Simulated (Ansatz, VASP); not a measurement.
Ta in VASP and in Ansatz

Contents of INCAR:

```
SYSTEM = Ta
PREC = Accurate
ENCUT = 520
EDIFF = 1E-7
ISMEAR = -1
SIGMA = 0.1
LREAL = .FALSE.
LASPH = .TRUE.
NELM = 100
ALGO = Normal
ISIF = 2
LWAVE = .FALSE.
LCHARG = .FALSE.
NBANDS = 18
```

Contents of KPOINTS:

```
Automatic mesh
0
G
  14 14 7
  0 0 0
```

POSCAR

```
Ta
1.0
    2.8355540233      0.0000000000      0.0000000000
   -1.4177770117      2.4556618179      0.0000000000
    0.0000000000      0.0000000000      5.0757797665
Ta
2
Direct
    0.3333333333      0.6666666667      0.2500000000
    0.6666666667      0.3333333333      0.7500000000
```

Input for Ansatz:

```yaml
crystal:
  lattice:
    - [2.8355540233, 0.0, 0.0]
    - [-1.4177770117, 2.4556618179, 0.0]
    - [0.0, 0.0, 5.0757797665]
  atoms:
    - { symbol: Ta, position: [0.3333333333, 0.6666666667, 0.25] }
    - { symbol: Ta, position: [0.6666666667, 0.3333333333, 0.75] }
hamiltonian:
  xc: lda
  pseudopotentials:
    kind: paw
    azcp:
      Ta: "pseudopotentials/Ta.paw.azcp"
basis:
  ecutwfc: 420
  fft_grid_basis: typed
kpoints:
  mp_grid: { grid: [14, 14, 7], shift: [0, 0, 0] }
magnetization:
  spin_polarized: false
scf:
  occupations: { method: fermi_dirac, width: 0.1 }
  lower_state_search: "off"
output:
  stress: true
  write_density: true
  write_potential: true
  elf: true
  volumetric_format: npy
```

Alike in both runs: task single point; functional LDA; k mesh 14 × 14 × 7; occupations fermi-dirac, width 0.1 eV; no spin polarisation.

|  | VASP | Ansatz |
| --- | --- | --- |
| version | VASP 6.6.1 | Ansatz 0.2.0 |
| potentials or method | VASP PAW LDA potentials, release 64 (Ta_pv) | plane waves (420 eV) with PAW, scalar-relativistic |
| plane-wave cutoff (eV) | 520 | 420 |
| valence electrons in the cell | 22 | 26 |

Ansatz gave:

```
pressure (GPa)                                  : 0.3
largest component of the traceless stress (GPa) : 0.62
```

Task: What did VASP give for the same quantities?

Result: Pressure (GPa): 1.1; largest component of the traceless stress (GPa): 0.61.

The two sets of potentials don't hold the same shells in valence. Ansatz warned: «pseudo_functional_mismatch».

The runs have no spin-orbit coupling, so splittings on Ta are missing.
